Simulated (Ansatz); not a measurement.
Free-standing chains of the atoms of Ru, named by their start (strip: triangular double chain, ladder: square double chain); atoms and period are relaxed, and energies count from relaxed bulk Ru (P6_3/mmc, 13.32 Å³/atom, gap on the mesh 0.00 eV).

The calculation used DFT PBEsol, scalar-relativistic, plane waves, PAW in Ansatz.

Cutoff 420 eV, Gaussian smearing of 0.05 eV, energies at zero smearing, symmetry of each start kept, collinear spin where a moment is listed.

**Question.** Order these by excess energy, lowest first.
A. linear chain
B. zigzag chain
C. ladder chain
D. strip chain

**Answer.** C (3.380 eV per host atom), D (3.643 eV per host atom), B (3.986 eV per host atom), A (4.557 eV per host atom).

```csv
start,atoms,k mesh,excess energy (eV per host atom),period (Å),highest filled level or Fermi level under vacuum (eV),size of the moment (μB per cell)
linear chain,1,1×1×27,4.557,2.175,5.17,1.06
zigzag chain,2,1×1×15,3.986,3.798,-,0.00
ladder chain,4,1×1×14,3.380,4.558,-,0.00
strip chain,2,1×1×26,3.643,2.425,-,2.77
```

Zero in every row: gap on the mesh (eV).

Each run keeps its start's symmetry and one magnetic start, so lower states can exist. Rows stand on unlike meshes and boxes, so starts that end alike can differ by a few hundredths of an eV per atom.